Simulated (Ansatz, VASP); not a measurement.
**One calculation of Al2Au, two programs**

File INCAR:

```
SYSTEM = Al2Au
  ALGO = Fast
  EDIFF = 1E-6
  ENCUT = 520
  GGA = PE
  ISIF = 2
  ISMEAR = 0
  LASPH = .True.
  LCHARG = .False.
  LREAL = .False.
  LWAVE = .False.
  NBANDS = 16
  NELM = 80
  PREC = Accurate
  SIGMA = 0.1
```

The input KPOINTS:

```
k-points
0
Gamma
  12 12 12
  0 0 0
```

POSCAR

```
Al2Au
1.0
    0.0000000000      3.0603959932      3.0603959932
    3.0603959932      0.0000000000      3.0603959932
    3.0603959932      3.0603959932      0.0000000000
Al Au
2 1
Direct
    0.2500000000      0.2500000000      0.2500000000
    0.7500000000      0.7500000000      0.7500000000
    0.0000000000      0.0000000000      0.0000000000
```

Input for Ansatz:

```yaml
crystal:
  lattice:
    - [0.0, 3.0603959932, 3.0603959932]
    - [3.0603959932, 0.0, 3.0603959932]
    - [3.0603959932, 3.0603959932, 0.0]
  atoms:
    - { symbol: Al, position: [0.25, 0.25, 0.25] }
    - { symbol: Al, position: [0.75, 0.75, 0.75] }
    - { symbol: Au, position: [0.0, 0.0, 0.0] }
basis:
  ecutwfc: 420
kpoints:
  mp_grid: { grid: [12, 12, 12] }
hamiltonian:
  xc: pbe
scf:
  occupations: { method: gaussian, width: 0.1 }
output:
  forces: true
  stress: true
  eigenvalues: true
  write_density: true
  write_potential: true
  elf: true
  volumetric_format: npy
```

Alike in both runs: task single point; functional PBE; k mesh 12 × 12 × 12; occupations gaussian, width 0.1 eV; no spin polarisation.

```csv
,VASP,Ansatz
version,VASP 6.6.1,Ansatz 0.2.0
potentials or method,"VASP PAW PBE potentials, release 64 (Al, Au)","scalar-relativistic, plane waves, PAW"
plane-wave cutoff (eV),520,420
valence electrons in the cell,17,25
```

Ansatz gave:

```
gap on the k mesh at the Fermi level (eV) : none
pressure (GPa)                            : -2.9
```

**Question.** Estimate VASP's values.

**Answer.** gap on the k mesh at the Fermi level (eV): none; pressure (GPa): -3.1.

A gap of «none» marks a metal or a gap that the smearing closes. With one functional, cell and mesh, what is left measures potentials, basis and numerics. The two sets of potentials don't hold the same shells in valence.

The runs have no spin-orbit coupling, so splittings on Au are missing.
